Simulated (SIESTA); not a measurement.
Runs of SIESTA 5.4.2 on C. The cell holds a slab with vacuum, 8 atoms: a = 2.456 Å, b = 2.456 Å, c = 25.095 Å, α = 90.00°, β = 90.00°, γ = 120.00°. The slab is cut from a database's or a generator's crystal, which needn't be the stable form of the element.

```tsv
potentials or basis	gap on the mesh (eV)	largest force (eV/Å)	work function (eV)
PseudoDojo 0.4 stringent (PBE files), DZP (energy shift 0.003 Ry)	none	0.78	4.20
SG15 1.2 (PBE files) or PseudoDojo by element, DZP (energy shift 0.003 Ry)	none	0.79	4.22
PseudoDojo 0.5 standard (PBE files), DZP (energy shift 0.003 Ry)	none	0.78	4.20
PseudoDojo 0.4 standard (PBE files), DZP (energy shift 0.003 Ry)	none	0.78	4.20
Ansatz (PBE files), DZP (energy shift 0.003 Ry)	none	0.78	4.20
SPMS 1.0 (PBE files) or PseudoDojo by element, DZP (energy shift 0.003 Ry)	none	(a)	4.20
```

Alike in all rows: task band structure; level PBE; no spin polarisation; cell as given; k mesh 12 × 12 × 1; smearing fermi-dirac 0.05 eV; grid cutoff 500 Ry; energy shift 0.003 Ry.

Problem. Estimate the missing entries.

Solution. (a) 0.77.

Caveats: the basis of atomic orbitals isn't converged, which shifts pressures, moduli and gaps.

A gap of «none» marks a metal or a gap under the smearing width.
